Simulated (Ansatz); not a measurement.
What spin–orbit coupling does to the bands of KBr

```
K Br
1.0
     0.00000    3.29250    3.29250
     3.29250    0.00000    3.29250
     3.29250    3.29250    0.00000
K Br
1 1
Cartesian
  0.0000 0.0000 0.0000
  3.2925 3.2925 3.2925
```

Atoms are numbered in the order listed.

The cell is COD entry 1010046, as deposited and not checked against the literature; nothing was relaxed. It is an old determination, and later ones may differ.

All numbers are computed: DFT, PBE, all-electron LAPW, scalar-relativistic (Ansatz 0.2.0); DFT, PBE, all-electron LAPW, Dirac equation with spin-orbit coupling (Ansatz 0.2.0).

Settings: a Γ-centred 7×7×7 k mesh, Fermi–Dirac smearing of 0.01 eV, basis error target 0.25 meV/atom, no spin polarisation.

Levels between -4 and 3 eV, each run counted from its own valence-band top. Scalar levels are listed once for both spins; with the coupling every spinor state is counted. Levels near the edges of the range can cross them.

At Γ (0.000, 0.000, 0.000) the scalar-relativistic levels are 0.00 (×3). What are they with spin–orbit coupling?

-0.50 (×2), 0.00 (×4).

At W (0.500, 0.250, 0.750) the scalar-relativistic levels are -0.59 (×2), -0.54. What are they with spin–orbit coupling?

-1.02 (×2), -0.62 (×2), -0.58 (×2).

At X (0.500, 0.000, 0.500) the scalar-relativistic levels are -0.82, -0.29 (×2). What are they with spin–orbit coupling?

-1.07 (×2), -0.53 (×2), -0.30 (×2).

Without the coupling the gap is 4.45 eV, direct at Γ. And with it?

4.29 eV, direct at Γ.
